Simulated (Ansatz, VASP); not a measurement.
**One calculation of Bi, two programs**

Contents of INCAR:

```
PREC = Accurate
ENCUT = 520
EDIFF = 1E-6
ISMEAR = 0
SIGMA = 0.1
LREAL = F
LASPH = T
NELM = 100
ALGO = Normal
ISIF = 2
LWAVE = F
LCHARG = F
GGA = PS
NBANDS = 14
```

Contents of KPOINTS:

```
regular mesh
0
Gamma
  16 16 16
```

The input POSCAR:

```
Bi
1.0
   -4.5882032018      4.5882032018      1.4129394515
    4.5882032018     -4.5882032018      1.4129394515
    4.5882032018      4.5882032018     -1.4129394515
Bi
1
Direct
    0.0000000000      0.0000000000      0.0000000000
```

Input for Ansatz:

```yaml
crystal:
  lattice:
    - [-4.5882032018, 4.5882032018, 1.4129394515]
    - [4.5882032018, -4.5882032018, 1.4129394515]
    - [4.5882032018, 4.5882032018, -1.4129394515]
  atoms:
    - { symbol: Bi, position: [0.0, 0.0, 0.0] }
basis:
  ecutwfc: 420
kpoints:
  mp_grid: { grid: [16, 16, 16] }
hamiltonian:
  xc: pbesol
scf:
  occupations: { method: gaussian, width: 0.1 }
output:
  forces: true
  stress: true
  eigenvalues: true
```

Alike in both runs: task single point; functional PBEsol; k mesh 16 × 16 × 16; occupations gaussian, width 0.1 eV; no spin polarisation.

|  | VASP | Ansatz |
| --- | --- | --- |
| version | VASP 6.6.1 | Ansatz 0.2.0 |
| potentials or method | VASP PAW PBE potentials, release 64 (Bi_d) | scalar-relativistic, plane waves, PAW |
| plane-wave cutoff (eV) | 520 | 420 |
| valence electrons in the cell | 15 | 15 |

Ansatz gave:

```
gap on the k mesh at the Fermi level (eV)       : none
pressure (GPa)                                  : 0.1
largest component of the traceless stress (GPa) : 0.23
```

Q: Estimate VASP's values.

A: gap on the k mesh at the Fermi level (eV): none; pressure (GPa): 0.1; largest component of the traceless stress (GPa): 0.21.

A gap of «none» marks a metal or a gap that the smearing closes.

Caveats: the PAW data sets were made with another functional, which shifts forces and pressure a little (VASP); spin-orbit coupling is left out, which moves the levels of the heavy elements.
